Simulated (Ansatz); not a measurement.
# Ti: the cost of one run

Program: Ansatz 0.2.0. Level of theory: DFT PBE, scalar-relativistic, plane waves, PAW. These are calculated values, not measurements.

1 further run of the same task is left out (set aside as unsound or not needed).

## Step 1: The starting structure

The structure is cubic, space group F-43m (No. 216). The conventional cell has a = 5.745 Å, b = 5.745 Å, c = 5.745 Å, α = 90.00°, β = 90.00°, γ = 90.00°. Around Ga (site symmetry -43m) lie 4 As at 2.49 Å. Around As (site symmetry -43m) lie 4 Ga at 2.49 Å.

Structure file:

```cif
data_structure
_symmetry_space_group_name_H-M 'P 1'
_symmetry_Int_Tables_number 1
_cell_length_a 4.0626
_cell_length_b 4.0626
_cell_length_c 4.0626
_cell_angle_alpha 60.000
_cell_angle_beta 60.000
_cell_angle_gamma 60.000
_cell_volume 47.41
loop_
_atom_site_label
_atom_site_type_symbol
_atom_site_fract_x
_atom_site_fract_y
_atom_site_fract_z
_atom_site_occupancy
Ga1 Ga 0.00000 0.00000 0.00000 1
As1 As 0.75000 0.75000 0.75000 1
```

It is the result of an earlier relaxation at this level (volume 23.71 Å³/atom; gap on the mesh: 0.16 eV).

## Step 2: The film's bulk on the base's lattice

The (101) plane of Ti is fitted to the (100) plane of GaAs, a strain of +4.4 % along x and +1.4 % along y; the third vector and the atoms relax.

Input file input.yaml:

```yaml
crystal:
  lattice:
    - [5.7453846188, 0.0, 0.0]
    - [-2.8726923094, 8.6180769281, 0.0]
    - [-1.6923331082, 1.1053776847, 2.1563264422]
  atoms:
    - { symbol: Ti, position: [0.25, 0.4444444444, 0.5833333333] }
    - { symbol: Ti, position: [0.25, 0.1111111111, 0.5833333333] }
    - { symbol: Ti, position: [0.25, 0.7777777778, 0.5833333333] }
    - { symbol: Ti, position: [0.75, 0.5555555556, 0.4166666667] }
    - { symbol: Ti, position: [0.75, 0.2222222222, 0.4166666667] }
    - { symbol: Ti, position: [0.75, 0.8888888889, 0.4166666667] }
basis:
  ecutwfc: 420
kpoints:
  mp_grid: { grid: [7, 4, 16] }
hamiltonian:
  xc: pbe
scf:
  occupations: { method: gaussian, width: 0.1 }
output:
  forces: true
  stress: true
  eigenvalues: true
  write_density: true
  write_potential: true
  elf: true
  volumetric_format: npy
relax:
  adjacent_minimum: "off"
  f_tol: 0.01
  max_steps: 50
  cell: { fix: [a, b, gamma], stress_tol: 0.1 }
```

Run with:

```sh
ansatz run input.yaml --threads 8 --pin off --max-ram 20480MiB --backend cpu --events-out ev --progress --plain --runs-dir out
```

**Question.** How long does this run take on 8 threads of AMD EPYC (Zen 3), shared host, and how much memory does it need?

About 2.8 min, with a peak of 1.2 GiB.
